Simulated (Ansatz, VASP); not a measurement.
**One calculation of MgO, two programs**

```
Mg O
1.0
     2.91428    0.00000    0.00000
    -1.45714    2.52384    0.00000
     0.00000    0.00000    2.65803
Mg O
1 1
Cartesian
  0.0000 0.0000 0.0000
  0.0000 1.6826 1.3290
```

Alike in both runs: task single point; functional r2SCAN; k mesh 12 × 12 × 10; occupations gaussian, width 0.02 eV; no spin polarisation.

```csv
,VASP,Ansatz
version,VASP 6.6.1,Ansatz 0.2.0
potentials or method,"VASP PAW PBE potentials, release 64 (Mg, O)","scalar-relativistic, plane waves, PAW"
plane-wave cutoff (eV),520,500
valence electrons in the cell,8,16
```

|  | VASP | Ansatz | Ansatz less VASP |
| --- | --- | --- | --- |
| gap on the k mesh at the Fermi level (eV) | 3.95 | 3.98 | +0.026 |
| least direct gap on the mesh (eV) | 4.37 | 4.39 | +0.021 |
| pressure (GPa) | -2.9 | -1.8 | +1.06 |
| largest component of the traceless stress (GPa) | 0.14 | 0.02 | -0.116 |

The two sets of potentials don't hold the same shells in valence.

Caveats: the PAW data sets were made with another functional, which shifts forces and pressure a little (VASP). A k mesh can miss the band edges.
